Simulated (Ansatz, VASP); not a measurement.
TiO2 in VASP and in Ansatz

INCAR

```
PREC = Accurate ; ENCUT = 520
EDIFF = 1E-7 ; ISMEAR = 0
SIGMA = 0.01 ; LREAL = F
LASPH = T ; NELM = 80
ALGO = Normal ; ISIF = 2
LWAVE = F ; LCHARG = F
GGA = PS ; NBANDS = 33
```

Contents of KPOINTS:

```
Automatic mesh
0
Gamma
  4 4 3
```

Contents of POSCAR:

```
TiO2
1.0
    2.7060340000     -2.7066550000      0.0000000000
    2.7060340000      2.7066550000      0.0000000000
   -2.6335310000      0.0000000000      4.7966370000
Ti O
2 4
Direct
    0.1341100000      0.8658900000      0.2500000000
    0.8658900000      0.1341100000      0.7500000000
    0.3312210000      0.0887550000      0.6671490000
    0.6687790000      0.9112450000      0.3328510000
    0.9112450000      0.6687790000      0.8328510000
    0.0988996796      0.3413656796      0.1879969399
```

Input for Ansatz:

```yaml
crystal:
  lattice:
    - [2.706034, -2.706655, 0.0]
    - [2.706034, 2.706655, 0.0]
    - [-2.633531, 0.0, 4.796637]
  atoms:
    - { symbol: Ti, position: [0.13411000000000012, 0.86589, 0.25] }
    - { symbol: Ti, position: [0.86589, 0.13411000000000003, 0.75] }
    - { symbol: O, position: [0.331221, 0.08875499999999999, 0.667149] }
    - { symbol: O, position: [0.6687790000000001, 0.9112450000000001, 0.332851] }
    - { symbol: O, position: [0.9112450000000001, 0.6687790000000001, 0.832851] }
    - { symbol: O, position: [0.09889967964347912, 0.34136567964347914, 0.18799693992124067] }
basis:
  ecutwfc: 470.0
kpoints:
  mp_grid:
    grid: [4, 4, 3]
hamiltonian:
  xc: pbesol
  pseudopotentials:
    kind: paw
scf:
  occupations:
    method: fixed
output:
  forces: true
```

The cell is a database's computed one.

Alike in both runs: task single point; functional PBEsol; k mesh 4 × 4 × 3; no spin polarisation.

|  | VASP | Ansatz |
| --- | --- | --- |
| version | VASP 6.6.1 | Ansatz 0.2.0 |
| potentials or method | VASP PAW PBE potentials, release 64 (Ti_sv, O) | plane waves, PAW |
| plane-wave cutoff (eV) | 520 | 470 |
| occupations | gaussian, width 0.01 eV | fixed |
| valence electrons in the cell | 48 | 48 |

Ansatz gave:

```
rms of the force components (eV/Å) : 0.315
```

Problem. Estimate VASP's values.

Solution. rms of the force components (eV/Å): 0.309.

Atom by atom the forces differ by 0.011 eV/Å (rms over components).

Caveats: the k mesh is coarse (spacing up to 0.44 Å⁻¹), so the values aren't converged; the PAW data sets were made with another functional, which shifts forces and pressure a little (VASP). A k mesh can miss the band edges.
